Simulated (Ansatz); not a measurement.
Runs of Ansatz 0.2.0 on C. The structure is cubic, space group Fd-3m (No. 227). Conventional cell: a = 3.567 Å, b = 3.567 Å, c = 3.567 Å, α = 90.00°, β = 90.00°, γ = 90.00°. C (site symmetry -43m) is surrounded by 4 C at 1.54 Å. This isn't the form of C at room conditions, which is graphite.

```csv
task,level,potentials or basis,spin,fixed moment (μB),cell,k mesh,cutoff (eV),smearing,basis error allowed,mesh quality,gap on the mesh (eV),pressure (GPa)
single point,PBE,"all-electron LAPW, scalar-relativistic",off,-,as given,8 × 8 × 8,389,fermi-dirac 0.04 eV,0.003 eV/atom,not flagged,4.14,1.8
single point,r2SCANh+D4,all-electron PAW datasets made for the crystal,off,-,as given,6 × 6 × 6,540,gaussian 0.025 eV,-,coarse,(a),-8.1
single point,PBE,"all-electron LAPW, scalar-relativistic",off,-,as given,8 × 8 × 8,389,fermi-dirac 0.03 eV,0.003 eV/atom,not flagged,4.14,1.8
single point,r2SCAN+rVV10,all-electron PAW datasets made for the crystal,"collinear, random start",-,volume scaled by 0.96,13 × 13 × 13,560,gaussian 0.01 eV,-,not flagged,4.43,15.9
```

Q: Fill in the values left out.

A: (a) 5.08.

Caveats: some runs use coarse meshes; an odd mesh through Γ misses points on the zone boundary, where band edges often lie (some runs); the starting moments weren't kept (some runs).

The runs don't all hold the same shells in valence.
